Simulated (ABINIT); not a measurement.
C:

```
CELL_PARAMETERS angstrom
0.00000 1.78337 1.78337
1.78337 0.00000 1.78337
1.78337 1.78337 0.00000
ATOMIC_POSITIONS crystal
C 0.75000 0.75000 0.75000
C 0.50000 0.50000 0.50000
```

This isn't the form of C at room conditions, which is graphite.

* Program: ABINIT 10.8.3 (patched build)
* Task: relaxation of cell and atoms
* Functional: PBEsol
* Potentials or basis: PseudoDojo NC SR PBEsol v0.4.1 standard
* Cutoff: 503 eV
* k mesh: 10 × 10 × 10
* Occupations: fermi-dirac, width 0.05 eV
* Spin: no spin polarisation

At the start: pressure 14.2 GPa; volume 5.67 Å³/atom.

**Question.** How do energy, volume and symmetry change on relaxing?

**Answer.** Over 6 steps the energy falls by 9.1 meV/atom and the volume is 5.86 Å³/atom (+3.3 %); space group Fd-3m (No. 227, to 0.05 Å).

The path:
| step | energy change (eV) | largest force (eV/Å) | pressure (GPa) | volume (Å³) |
| --- | --- | --- | --- | --- |
| 1 | 0.0000 | 0.0000 | 14.17 | 11.34 |
| 2 | -0.0148 | 0.0000 | -8.27 | 11.84 |
| 3 | -0.0171 | 0.0000 | 4.52 | 11.65 |
| 4 | -0.0182 | 0.0000 | 0.41 | 11.72 |
| 5 | -0.0182 | 0.0000 | -0.12 | 11.73 |
| 6 | -0.0182 | 0.0000 | 0.00 | 11.72 |

Final structure:
```yaml
crystal:
  lattice:
    - [0.00000, 1.80307, 1.80307]
    - [1.80307, 0.00000, 1.80307]
    - [1.80307, 1.80307, 0.00000]
  atoms:
    - { symbol: C, position: [0.75000, 0.75000, 0.75000] }
    - { symbol: C, position: [0.50000, 0.50000, 0.50000] }
```

Caveat: the cutoff is short for stress, so the pressure is rough.
